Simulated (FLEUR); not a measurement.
**HfB2: equation of state with PBE**

Crystal: HfB2.

```
Hf B
1.0
     3.14000    0.00000    0.00000
    -1.57000    2.71932    0.00000
     0.00000    0.00000    3.48000
Hf B
1 2
Cartesian
  0.0000 0.0000 0.0000
  1.5700 0.9064 1.7400
  0.0000 1.8129 1.7400
```

```json
{"Program": "FLEUR MaX-R8.1 (later development tree)", "Task": "equation of state", "Functional": "PBE", "Potentials or basis": "all-electron", "Basis": "FLAPW", "Kmax": "4.55 1/bohr", "k mesh": "10 × 10 × 8", "Occupations": "fermi-dirac, width 0.05 eV", "Spin": "no spin polarisation", "Gmax": "14.1 1/bohr", "Muffin-tin radii": "Hf 2.66, B 1.54 bohr", "lmax": "Hf 11, B 8", "Local orbitals a species": "Hf 4, B 3"}
```

- Equilibrium volume: 9.97 Å³/atom
- Bulk modulus at fixed shape and positions: 250 GPa
- Pressure derivative of the bulk modulus: 3.9

Energy against volume, from the lowest point:
```
volume (Å³/atom)  energy (meV/atom)
           9.311              37.16
           9.509              17.32
           9.707               5.19
           9.905               0.00
          10.103               1.15
          10.301               8.05
          10.499              20.17
```

Caveat: the cell was scaled at fixed shape and fractional positions, which overstates the stiffness of a crystal with free parameters, most of all of layers and chains. Spin-orbit coupling is left out, which matters for the levels of Hf.
